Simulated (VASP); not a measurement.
# Ga3Sb (P4/mmm) in VASP: relaxation of cell and atoms with PBE

Aim: the relaxation of cell and atoms of Ga3Sb with PBE.

Program: VASP 6.6.1. These are calculated values, not measurements. Logs are shortened: lines on timing, memory, paths and dates and some standing lists are left out, and cuts for length are marked.

## Step 1: The structure

Symmetry: P4/mmm, No. 123, tetragonal system. The conventional cell has a = 3.492 Å, b = 3.492 Å, c = 8.849 Å, α = 90.00°, β = 90.00°, γ = 90.00°. Around Ga (site symmetry 4mm) lie 4 Sb at 3.22 Å and 8 Ga at 3.41 to 3.49 Å. Around Ga (site symmetry 4/mmm) lie 12 Ga at 3.41 to 3.49 Å. Sb (site symmetry 4/mmm) has 8 Ga at 3.22 Å and 4 Sb at 3.49 Å as nearest neighbours.

The cell was built by a generator and needn't be a form met in nature.

## Step 2: Relaxation of cell and atoms, PBE

Contents of INCAR:

```
SYSTEM = Ga3Sb
ALGO = Fast
EDIFF = 1E-4
EDIFFG = -0.08
ENCUT = 520
GGA = PE
IBRION = 2
ISIF = 3
ISMEAR = 0
LASPH = .TRUE.
LCHARG = .FALSE.
LREAL = .FALSE.
LWAVE = .FALSE.
NELM = 60
NSW = 24
PREC = Normal
SIGMA = 0.15
```

Contents of KPOINTS:

```
k-points
0
G
  6 6 3
  0 0 0
```

Contents of POSCAR:

```
Ga3Sb
1.0
    3.4922304400      0.0000000000      0.0000000000
    0.0000000000      3.4922304400      0.0000000000
    0.0000000000      0.0000000000      8.8485909100
Ga Sb
3 1
Direct
    0.5000000000      0.5000000000      0.7661913000
    0.0000000000      0.0000000000      0.5000000000
    0.5000000000      0.5000000000      0.2338087000
    0.0000000000      0.0000000000      0.0000000000
```

Potentials or basis: VASP PAW PBE potentials, release 64 (Ga_d, Sb).

On the command line:

```
> cat potpaw_PBE.64/Ga_d/POTCAR potpaw_PBE.64/Sb/POTCAR > POTCAR
> mpirun -np 1 vasp_std > vasp.out
```

OUTCAR:

```text
SYSTEM = Ga3Sb
   EDIFF = 1E-4
   EDIFFG = -0.08
   ENCUT = 520
   GGA = PE
   IBRION = 2
   ISIF = 3
   ISMEAR = 0
   LASPH = .TRUE.
   LREAL = .FALSE.
   NELM = 60
   NSW = 24
   PREC = Normal

 ion  position               nearest neighbor table
   1  0.500  0.500  0.766-   4 3.22   4 3.22   4 3.22   4 3.22
   2  0.000  0.000  0.500-
   3  0.500  0.500  0.234-   4 3.22   4 3.22   4 3.22   4 3.22
   4  0.000  0.000  0.000-   1 3.22   3 3.22   1 3.22   3 3.22   1 3.22   3 3.22   1 3.22   3 3.22

  LATTYP: Found a simple tetragonal cell.
 ALAT       =     3.4922304400
 C/A-ratio  =     2.5337935345

  Lattice vectors:

 A1 = (   3.4922304400,   0.0000000000,   0.0000000000)
 A2 = (   0.0000000000,   3.4922304400,   0.0000000000)
 A3 = (   0.0000000000,   0.0000000000,   8.8485909100)

Analysis of symmetry for initial positions (statically):
=====================================================================
 Subroutine PRICEL returns:
 Original cell was already a primitive cell.

 Routine SETGRP: Setting up the symmetry group for a
 simple tetragonal supercell.

 Subroutine GETGRP returns: Found 16 space group operations
 (whereof 16 operations were pure point group operations)
 out of a pool of 16 trial point group operations.

The static configuration has the point symmetry D_4h.

Analysis of symmetry for dynamics (positions and initial velocities):
=====================================================================
 Subroutine PRICEL returns:
 Original cell was already a primitive cell.

 Routine SETGRP: Setting up the symmetry group for a
 simple tetragonal supercell.

 Subroutine GETGRP returns: Found 16 space group operations
 (whereof 16 operations were pure point group operations)
 out of a pool of 16 trial point group operations.

The dynamic configuration has the point symmetry D_4h.

 Subroutine INISYM returns: Found 16 space group operations
 (whereof 16 operations are pure point group operations),
 and found     1 'primitive' translations

----------------------------------------------------------------------------------------

                                     Primitive cell

  volume of cell :     107.9145

  direct lattice vectors                    reciprocal lattice vectors
     3.492230440  0.000000000  0.000000000     0.286349947  0.000000000  0.000000000
     0.000000000  3.492230440  0.000000000     0.000000000  0.286349947  0.000000000
     0.000000000  0.000000000  8.848590910     0.000000000  0.000000000  0.113012344

  length of vectors
     3.492230440  3.492230440  8.848590910     0.286349947  0.286349947  0.113012344

  position of ions in fractional coordinates (direct lattice)
     0.500000000  0.500000000  0.766191300
     0.000000000  0.000000000  0.500000000
     0.500000000  0.500000000  0.233808700
     0.000000000  0.000000000  0.000000000

  ion indices of the primitive-cell ions
   primitive index   ion index
                 1           1
                 2           2
                 3           3
                 4           4

----------------------------------------------------------------------------------------

 KPOINTS: k-points

Automatic generation of k-mesh.
 Grid dimensions read from file:
 generate k-points for:    6    6    3

 Generating k-lattice:

  Cartesian coordinates                     Fractional coordinates (reciprocal lattice)
     0.047724991  0.000000000  0.000000000     0.166666667  0.000000000  0.000000000
     0.000000000  0.047724991  0.000000000     0.000000000  0.166666667  0.000000000
     0.000000000  0.000000000  0.037670781     0.000000000  0.000000000  0.333333333

  Length of vectors
     0.047724991  0.047724991  0.037670781

  Shift w.r.t. Gamma in fractional coordinates (k-lattice)
     0.000000000  0.000000000  0.000000000

 Subroutine IBZKPT returns following result:
 ===========================================

 Found     20 irreducible k-points:

 Following reciprocal coordinates:
            Coordinates               Weight
  0.000000  0.000000  0.000000      1.000000
  0.166667  0.000000  0.000000      4.000000
  0.333333  0.000000  0.000000      4.000000
  0.500000  0.000000  0.000000      2.000000
  0.166667  0.166667  0.000000      4.000000
  0.333333  0.166667  0.000000      8.000000
[... 12 lines left out ...]
  0.500000  0.333333  0.333333      8.000000
  0.500000  0.500000  0.333333      2.000000
   k-points           NKPTS =     20   k-points in BZ     NKDIM =     20   number of bands    NBANDS=     26
   number of dos      NEDOS =    301   number of ions     NIONS =      4
   total plane-waves  NPLWV =  20000
   dimension x,y,z NGX =    20 NGY =   20 NGZ =   50
   dimension x,y,z NGXF=    40 NGYF=   40 NGZF=  100
   ions per type =               3   1
   NGX,Y,Z   is equivalent  to a cutoff of   9.52,  9.52,  9.39 a.u.
   NGXF,Y,Z  is equivalent  to a cutoff of  19.04, 19.04, 18.79 a.u.
 SYSTEM =  Ga3Sb
   PREC   = normal    normal or accurate (medium, high low for compatibility)
   ISTART =      0    job   : 0-new  1-cont  2-samecut
   ICHARG =      2    charge: 1-file 2-atom 10-const
   ISPIN  =      1    spin polarized calculation?
   LNONCOLLINEAR =      F non collinear calculations
   LSORBIT =      F    spin-orbit coupling
   LASPH  =      T    aspherical Exc in radial PAW
   ENCUT  =  520.0 eV  38.22 Ry    6.18 a.u.   6.49  6.49 16.45*2*pi/ulx,y,z
   NELM   =     60;   NELMIN=  2; NELMDL= -5     # of ELM steps
   EDIFF  = 0.1E-03   stopping-criterion for ELM
   LREAL  =      F    real-space projection
   EDIFFG = -.8E-01   stopping-criterion for IOM
   NSW    =     24    number of steps for IOM
   IBRION =      2    ionic relax: 0-MD 1-quasi-New 2-CG
   NFREE  =      1    steps in history (QN), initial steepest desc. (CG)
   ISIF   =      3    stress and relaxation
   ISYM   =      2    0-nonsym 1-usesym 2-fastsym
   POTIM  = 0.5000    time-step for ionic-motion
   TEBEG  =    0.0;   TEEND  =   0.0 temperature during run
   PSTRESS=    0.0 pullay stress
   NELECT =      44.0000    total number of electrons
   NUPDOWN=      -1.0000    fix difference up-down
   EMIN   =  10.00;   EMAX   =-10.00  energy-range for DOS
   EFERMI =   0.00;   METHOD = LEGACY
   ISMEAR =     0;   SIGMA  =   0.15  broadening in eV -4-tet -1-fermi 0-gaus
   EFERMI_NEDOS =   21; number of points for ismear=-14 and -15
   IALGO  =     68    algorithm
   IMIX   =      4    mixing-type and parameters
     AMIX     =   0.40;   BMIX     =  1.00
     AMIX_MAG =   1.60;   BMIX_MAG =  1.00
  volume/ion in A,a.u.               =      26.98       182.06
  Fermi-wavevector in a.u.,A,eV,Ry     =   1.213945  2.294024 20.050402  1.473663
  Thomas-Fermi vector in A             =   2.349381
   LORBIT       =      0    0 simple, 1 ext, 2 COOP (PROOUT), +10 PAW based schemes
   GGA     = PE    functional components
   LHFCALC =     F    Hartree Fock is set to
   AEXX    =    0.0000 exact exchange contribution
   IVDW    =     0    specifies the selected vdW correction
   LEPSILON=     F    determine dielectric tensor
   LRPA    =     F    only Hartree local field effects (RPA)
 conjugate gradient relaxation of ions
 non-spin polarized calculation
 RMM-DIIS sequential band-by-band and
 Gauss-broadening in eV      SIGMA  =   0.15
  energy-cutoff  :      520.00
  volume of cell :      107.91
 maximum number of plane-waves:      2945
   NGX = 13   NGY = 13   NGZ = 33

--------------------------------------- Ionic step        1  -------------------------------------------

 number of electron      43.9999825 magnetization

 Free energy of the ion-electron system (eV)
  ---------------------------------------------------
  ext. energy  EPLUGINS =         0.00000000
  ---------------------------------------------------
  free energy    TOTEN  =       -11.98775860 eV

  energy without entropy =      -11.95070687  energy(sigma->0) =      -11.96923274

 E-fermi :   4.1277     XC(G=0):  -9.5514

 val. band max:        4.0869802475   @ k =   0.3333   0.1667   0.3333
 cond. band min:       4.1717244647   @ k =   0.0000   0.0000   0.3333
 fundamental gap:      0.0847442172
 Fermi energy:         4.1276750426

 k-point     1 :       0.0000    0.0000    0.0000
  band No.  band energies     occupation
      1     -10.7305      2.00000
      2     -10.7264      2.00000
      3     -10.6967      2.00000
      4     -10.6967      2.00000
      5     -10.6623      2.00000
      6     -10.5976      2.00000
[... 18 lines left out ...]
     25       8.6061      0.00000
     26       8.7942      0.00000
[... 647 lines left out ...]
 POSITION                                       TOTAL-FORCE (eV/Angst)
 -----------------------------------------------------------------------------------
      1.65613      1.65613      6.32913         0.000000     -0.000000     -0.428351
     -0.00000      0.00000      4.13352         0.000000      0.000000      0.000000
      1.65613      1.65613      1.93790        -0.000000     -0.000000      0.428351
      0.00000      0.00000      0.00000        -0.000000      0.000000      0.000000
 -----------------------------------------------------------------------------------
    total drift:                               -0.000000     -0.000000      0.000000

  FREE ENERGIE OF THE ION-ELECTRON SYSTEM (eV)
  ---------------------------------------------------
  free  energy   TOTEN  =       -12.2844092643 eV

  energy  without entropy=      -12.2588546997  energy(sigma->0) =      -12.27163198

[... ionic steps 4 to 10 ...]

--------------------------------------- Ionic step       11  -------------------------------------------

 number of electron      44.0000141 magnetization

------------------------ aborting loop because EDIFF is reached ----------------------------------------

  FORCE on cell =-STRESS in cart. coord.  units (eV):
  Direction    XX          YY          ZZ          XY          YZ          ZX
  --------------------------------------------------------------------------------------
  -------------------------------------------------------------------------------------
  Total        1.1094965      1.1094965      1.3897522      0.0000000     -0.0000000      0.0000000
  in kB       21.0246987     21.0246987     26.3354787      0.0000000     -0.0000000      0.0000000
  external PRESSURE =      22.7949587 kB  Pullay stress =       0.0000000 kB

 VOLUME and BASIS-vectors are now :
 -----------------------------------------------------------------------------
  energy-cutoff  :      520.00
  volume of cell :       84.55
      direct lattice vectors                 reciprocal lattice vectors
     3.403975541  0.000000000  0.000000000     0.293774144 -0.000000000  0.000000000
     0.000000000  3.403975541  0.000000000    -0.000000000  0.293774144  0.000000000
    -0.000000000 -0.000000000  7.296824043    -0.000000000 -0.000000000  0.137045925
[... 39 lines left out ...]
 POSITION                                       TOTAL-FORCE (eV/Angst)
 -----------------------------------------------------------------------------------
      1.71910      1.71910      5.34606        -0.000000     -0.000000      0.045175
     -0.00000     -0.00000      3.64612         0.000000      0.000000      0.000000
      1.71910      1.71910      1.94618         0.000000      0.000000     -0.045175
      0.00000      0.00000      0.00000         0.000000      0.000000      0.000000
 -----------------------------------------------------------------------------------
    total drift:                               -0.000000      0.000000     -0.000000

  FREE ENERGIE OF THE ION-ELECTRON SYSTEM (eV)
  ---------------------------------------------------
  free  energy   TOTEN  =       -12.4696886384 eV

  energy  without entropy=      -12.4516587433  energy(sigma->0) =      -12.46067369

--------------------------------------- Ionic step       13  -------------------------------------------

 number of electron      43.9999971 magnetization

 Free energy of the ion-electron system (eV)
  ---------------------------------------------------
  ext. energy  EPLUGINS =         0.00000000
  ---------------------------------------------------
  free energy    TOTEN  =       -12.46953023 eV

  energy without entropy =      -12.45073387  energy(sigma->0) =      -12.46013205

 E-fermi :   6.2456     XC(G=0): -10.5954

 val. band max:        6.1404785787   @ k =   0.5000   0.0000   0.3333
 cond. band min:       6.2627884267   @ k =   0.1667   0.1667   0.0000
 fundamental gap:      0.1223098480
 Fermi energy:         6.2456143194

 k-point     1 :       0.0000    0.0000    0.0000
  band No.  band energies     occupation
      1      -8.8233      2.00000
      2      -8.8078      2.00000
      3      -8.7573      2.00000
      4      -8.7573      2.00000
      5      -8.7498      2.00000
      6      -8.7462      2.00000
[... 18 lines left out ...]
     25      10.4739      0.00000
     26      10.8883      0.00000
[... 571 lines left out ...]
 POSITION                                       TOTAL-FORCE (eV/Angst)
 -----------------------------------------------------------------------------------
      1.72213      1.72213      5.34040        -0.000000     -0.000000      0.065047
     -0.00000     -0.00000      3.64571        -0.000000     -0.000000      0.000000
      1.72213      1.72213      1.95103         0.000000      0.000000     -0.065047
      0.00000      0.00000      0.00000        -0.000000     -0.000000      0.000000
 -----------------------------------------------------------------------------------
    total drift:                               -0.000000      0.000000     -0.000000

  FREE ENERGIE OF THE ION-ELECTRON SYSTEM (eV)
  ---------------------------------------------------
  free  energy   TOTEN  =       -12.4695302279 eV

  energy  without entropy=      -12.4507338741  energy(sigma->0) =      -12.46013205

 reached required accuracy - stopping structural energy minimisation
```

Run time: 1.9 min. Hardware: 1 thread of Intel Xeon 6975P-C (Granite Rapids), shared host; peak memory 0.19 GiB.

What came out:

```
Free energy                            : -12.4695 eV
Relaxed volume                         : 21.62 Å³/atom
Relaxed cell                           : a = 3.444 Å, b = 3.444 Å, c = 7.291 Å, α = 90.00°, β = 90.00°, γ = 90.00°
Space group after relaxing (to 0.05 Å) : P4/mmm (No. 123)
Energy gained by relaxing              : 120.4 meV/atom
Ionic steps                            : 13
Pressure after relaxing                : -0.2 GPa
Largest force after relaxing           : 0.065 eV/Å
```

Forces in eV/Å, atoms in the order of the input:
```
Ga   0.000  0.000  0.065
Ga   0.000  0.000  0.000
Ga   0.000  0.000 -0.065
Sb   0.000  0.000  0.000
```

The path:
```csv
step,energy change (eV),largest force (eV/Å),pressure (GPa),volume (Å³)
1,0.0000,0.0739,-4.69,107.91
2,-0.2581,0.2707,-1.88,96.04
3,-0.2967,0.4284,0.12,90.70
4,-0.3232,0.3824,-0.64,90.22
5,-0.3880,0.2995,0.57,88.76
6,-0.4780,0.0865,0.69,85.62
7,-0.1980,0.7958,5.52,78.52
8,-0.4720,0.1964,1.00,85.10
9,-0.4186,0.1300,2.52,81.93
10,-0.4623,0.0648,2.18,83.90
11,-0.4712,0.1788,2.28,84.55
12,-0.4819,0.0452,1.07,86.20
13,-0.4818,0.0650,-0.22,86.50
```

Final structure:
```
CELL_PARAMETERS angstrom
3.44426 0.00000 0.00000
0.00000 3.44426 0.00000
0.00000 0.00000 7.29143
ATOMIC_POSITIONS crystal
Ga 0.50000 0.50000 0.73242
Ga 0.00000 0.00000 0.50000
Ga 0.50000 0.50000 0.26758
Sb 0.00000 0.00000 0.00000
```

Levels at points of the mesh, in eV from the Fermi level:
| k point | band 18 | band 19 | band 20 | band 21 | band 22 | band 23 | band 24 | band 25 | band 26 |
| --- | --- | --- | --- | --- | --- | --- | --- | --- | --- |
| (0.00, 0.00, 0.00) | -7.93 | -0.83 | -0.44 | 0.59 | 0.59 | 3.47 | 3.47 | 4.23 | 4.64 |
| (0.50, 0.00, 0.00) | -5.94 | -5.02 | -4.48 | -4.30 | 2.54 | 2.96 | 3.12 | 3.60 | 3.65 |
| (0.50, 0.50, 0.00) | -4.33 | -4.33 | -3.64 | -3.05 | -1.38 | -1.38 | -1.24 | -0.48 | -0.48 |

Caveat: the volume moved by over 15 % at a fixed basis, so the end points are rough; the bands computed are all filled at some k points, so no gap is given; the relaxation stopped at a loose force limit of 0.08 eV/Å, so its end isn't a converged minimum.
